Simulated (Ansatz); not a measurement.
# HfO2: the cost of one run

Method: DFT PBE, scalar-relativistic, plane waves, PAW, in Ansatz 0.2.0.

**1. The structure to begin with**

Symmetry: Fm-3m, No. 225, cubic system. The conventional cell has a = 5.115 Å, b = 5.115 Å, c = 5.115 Å, α = 90.00°, β = 90.00°, γ = 90.00°. Hf (site symmetry m-3m) is surrounded by 8 O at 2.21 Å. Around O (site symmetry -43m) lie 4 Hf at 2.21 Å.

Structure file:

```
CELL_PARAMETERS angstrom
0.00000 2.55750 2.55750
2.55750 0.00000 2.55750
2.55750 2.55750 0.00000
ATOMIC_POSITIONS crystal
Hf 0.00000 0.00000 0.00000
O 0.25000 0.25000 0.25000
O 0.75000 0.75000 0.75000
```

The structure comes from the Crystallography Open Database.

(A quick probe on a coarse mesh, which set the mesh and smearing, is not shown.)

**3. The relaxation**

File input.yaml:

```yaml
crystal:
  lattice:
    - [0.0, 2.5575, 2.5575]
    - [2.5575, 0.0, 2.5575]
    - [2.5575, 2.5575, 0.0]
  atoms:
    - { symbol: Hf, position: [0.0, 0.0, 0.0] }
    - { symbol: O, position: [0.25, 0.25, 0.25] }
    - { symbol: O, position: [0.75, 0.75, 0.75] }
basis:
  ecutwfc: 420
kpoints:
  mp_grid: { grid: [8, 8, 8] }
hamiltonian:
  xc: pbe
scf:
  occupations: { method: gaussian, width: 0.02 }
output:
  forces: true
  stress: true
  eigenvalues: true
  write_density: true
  write_potential: true
  elf: true
  volumetric_format: npy
relax:
  adjacent_minimum: "off"
  f_tol: 0.005
  max_steps: 80
  cell: { stress_tol: 0.05 }
```

Run with:

```sh
$ ansatz run input.yaml --threads 8 --pin off --max-ram 20480MiB --backend cpu --events-out ev --progress --plain --runs-dir out
```

What time and memory should one allow on 8 threads of Intel Xeon 6975P-C (Granite Rapids), shared host?

About 1.2 s, with a peak of 0.43 GiB.
